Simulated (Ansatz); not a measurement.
# Sc (omega type): the cost of one run

Method: DFT, PBE, PAW with Ansatz's default frozen-core files, scalar-relativistic, in Ansatz 0.2.0.

1 further run of the same task is left out (it didn't finish).

## (1) The system as given

Symmetry: P6/mmm, No. 191, hexagonal system. Conventional cell: a = 5.170 Å, b = 5.170 Å, c = 3.205 Å, α = 90.00°, β = 90.00°, γ = 120.00°. Sc (site symmetry 6/mmm) has 14 Sc at 3.21 to 3.39 Å as nearest neighbours. Around Sc (site symmetry -6m2) lie 11 Sc at 2.98 to 3.39 Å.

Structure file:

```
CELL_PARAMETERS angstrom
5.17009 0.00000 0.00000
-2.58504 4.47743 0.00000
0.00000 0.00000 3.20545
ATOMIC_POSITIONS crystal
Sc 0.00000 0.00000 0.00000
Sc 0.33333 0.66667 0.50000
Sc 0.66667 0.33333 0.50000
```

Whether this phase is the stable one at these pressures isn't tested.

Atoms are numbered in the order of the input: Sc1, Sc2, Sc3.

## (2) Cell relaxed at zero pressure, PAW

input.yaml

```yaml
crystal:
  lattice:
    - [5.170085953, 0.0, 0.0]
    - [-2.5850429765, 4.477425775, 0.0]
    - [0.0, 0.0, 3.2054532908]
  atoms:
    - { symbol: Sc, position: [0.0, 0.0, 0.0] }
    - { symbol: Sc, position: [0.3333333333, 0.6666666667, 0.5] }
    - { symbol: Sc, position: [0.6666666667, 0.3333333333, 0.5] }
kpoints:
  mp_grid: { grid: [8, 8, 11] }
scf:
  occupations: { method: fermi_dirac, width: 0.05 }
hamiltonian:
  xc: pbe
  pseudopotentials: { kind: paw }
output:
  forces: true
  stress: true
  write_density: true
  write_potential: true
  elf: true
  volumetric_format: npy
relax:
  f_tol: 0.005
  max_steps: 40
  cell: {}
```

Started as:

```console
> ansatz run input.yaml --threads 1 --pin off --max-ram 3072MiB --backend cpu --events-out ev --progress --plain --runs-dir out
```

Q: Estimate wall time and peak memory on 1 thread of Arm Neoverse V1, shared host.

About 21 s, with a peak of 0.38 GiB.
